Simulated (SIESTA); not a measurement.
Si:

```
Si
1.0
     2.53211    0.00000    0.00000
     0.00000    2.53211    0.00000
     0.00000    0.00000    2.53211
Si
1
Direct
  0.50000 0.50000 0.50000
```

The cell was built by a generator and needn't be a form met in nature.

- Program: SIESTA 5.4.2
- Task: relaxation of cell and atoms
- Functional: vdW-DF2
- Potentials or basis: PseudoDojo 0.4 standard (PBE files)
- Basis: DZP (energy shift 0.003 Ry)
- Grid cutoff: 500 Ry
- Energy shift: 0.003 Ry
- k mesh: 10 × 10 × 10
- Occupations: fermi-dirac, width 0.05 eV
- Spin: no spin polarisation

At the start: pressure 9.3 GPa; volume 16.23 Å³/atom.

Question: Where does the relaxation end?

Answer: Over 4 steps the energy falls by 51.8 meV/atom and the volume is 18.21 Å³/atom (+12.1 %); space group Pm-3m (No. 221, to 0.05 Å).

The path:
```csv
step,energy change (eV),largest force (eV/Å),pressure (GPa),volume (Å³)
1,0.0000,0.0000,9.33,16.23
2,-0.0022,0.0000,9.09,16.27
3,-0.0504,0.0000,1.31,17.86
4,-0.0518,0.0000,0.03,18.21
```

Final structure:
```
CELL_PARAMETERS angstrom
2.63066 0.00000 0.00000
0.00000 2.63066 0.00000
0.00000 0.00000 2.63066
ATOMIC_POSITIONS crystal
Si 0.50000 0.50000 0.50000
```

Caveat: the potentials were made for another functional, which shifts forces and pressure; the basis of atomic orbitals isn't converged, which shifts pressures, moduli and gaps.
